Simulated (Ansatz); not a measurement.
# What moves the pressure of CoO?

```xyz
2
Lattice="0.0000 2.1315 2.1315 2.1315 0.0000 2.1315 2.1315 2.1315 0.0000" Properties=species:S:1:pos:R:3 pbc="T T T"
Co    0.0000    0.0000    0.0000
O     2.1315    2.1315    2.1315
```

Atom numbers follow the list: Co1, O2.

The cell is COD entry 1533087, as deposited and not checked against the literature; nothing was relaxed.

Semilocal functionals without U often leave such compounds metallic or with too small a gap, and the real magnetic order may differ.

Other magnetic orders may lie lower; this is the state that the run reached.

Computed with DFT, PBE, all-electron LAPW, scalar-relativistic (Ansatz 0.2.0).

Sampling and basis: a Γ-centred 15×15×15 k mesh, Fermi–Dirac smearing of 0.05 eV, basis error target 0.5 meV/atom, spin-polarised from start moments Co1 2 μB.

In this reference run the pressure is -1.8 GPa (positive in compression). Each change below is made alone, on the same k mesh, with fractional coordinates held unless an atom is moved; x, y and z are the Cartesian axes.

**Question.** One change shifts the pressure by +3.4 GPa. Which?
A. volume scaled by 0.98
B. equal xy, yz and zx engineering shear strains of +1.5 %
C. equal xy, yz and zx engineering shear strains of +1 %
D. atom 2 (O) moved by (0.1414, 0.1414, 0.0000) Å
E. volume scaled by 1.02

**Answer.** A. The others give: equal xy, yz and zx engineering shear strains of +1 %, 0.0 GPa; atom 2 (O) moved by (0.1414, 0.1414, 0.0000) Å, +3.0 GPa; volume scaled by 1.02, -3.2 GPa; equal xy, yz and zx engineering shear strains of +1.5 %, +0.7 GPa.
